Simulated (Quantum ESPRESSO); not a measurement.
# Ge under changes of volume

One of the cells (19.416 Å³/atom); the others are scaled copies at fixed shape and fractional positions:

```xyz
4
Lattice="0.0000 2.8857 5.1157 2.6305 0.0000 5.1157 2.6305 2.8857 0.0000" Properties=species:S:1:pos:R:3 pbc="T T T"
Ge    2.6305    4.1929    5.1157
Ge    2.6305    1.5786    5.1157
Ge    2.6305    2.8857    2.2318
Ge    2.6305    2.8857    7.9995
```

This isn't the form of Ge at room conditions, which is diamond.

```yaml
Program: Quantum ESPRESSO 7.5
Functional: PBEsol
Potentials_or_basis: GBRV 1.5 PBEsol
Cutoff: 612 eV
Density_cutoff: 4898 eV
k_mesh: 7 × 7 × 7
Occupations: fermi-dirac, width 0.05 eV
Spin: no spin polarisation
```

```csv
volume (Å³/atom),energy over the lowest point (meV/atom),pressure (GPa),largest force (eV/Å)
18.251,0.00,0.6,0.095
18.640,0.02,-1.0,0.075
19.028,3.79,-2.5,0.058
19.416,?,?,?
19.805,20.84,-4.9,0.044
20.193,33.46,-5.9,0.047
20.581,48.44,-6.8,0.048
```

Q: What does the run at 19.416 Å³/atom give?

A: Energy over the lowest point 10.86 meV/atom; pressure -3.7 GPa; largest force 0.042 eV/Å.

Worked out: A Birch-Murnaghan fit of order 3 (a polynomial in V^(-2/3)) to the other rows has its minimum at 18.44 Å³/atom with B0 = V·E''(V) = 77 GPa and B' = 4.4 at fixed shape and positions, which overstates the stiffness. It gives 10.82 meV/atom at 19.416 Å³/atom, against the run's 10.86, and -dE/dV = -3.5 GPa, against -3.7.

Energies are extrapolated to zero smearing.
